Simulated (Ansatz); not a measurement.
All numbers below come from DFT PBEsol, scalar-relativistic, plane waves, PAW in Ansatz.

Settings: cutoff 420 eV, Γ-centred mesh 12×12×12 on the computed 4-atom cell, Gaussian smearing of 0.05 eV; no spin polarisation.

```yaml
crystal:
  lattice:
    - [1.96780, 1.13611, 8.43227]
    - [-1.96780, 1.13611, 8.43227]
    - [0.00000, -2.27222, 8.43227]
  atoms:
    - { symbol: In, position: [0.99165, 0.99165, 0.99165] }
    - { symbol: In, position: [0.11334, 0.11334, 0.11334] }
    - { symbol: Se, position: [0.61423, 0.61423, 0.61423] }
    - { symbol: Se, position: [0.83848, 0.83848, 0.83848] }
```

(1) Is this geometry at equilibrium? Which atom feels the largest force?

(2) Give all forces and the stress.

The cell holds layers, and where no dispersion correction was added their binding is poorly described.

Results:

(1) It isn't. Atom 1 (In) feels (0.00, 0.00, 2.20) eV/Å, 2.200 eV/Å in size.

(2)
| atom | Fx | Fy | Fz |
| --- | --- | --- | --- |
| In1 | 0.000 | 0.000 | 2.200 |
| In2 | 0.000 | 0.000 | 0.015 |
| Se3 | 0.000 | 0.000 | -1.154 |
| Se4 | 0.000 | 0.000 | -1.060 |
Stress (GPa, compression positive):
```
 3.39  0.00  0.00
 0.00  3.39  0.00
 0.00  0.00 -3.39
```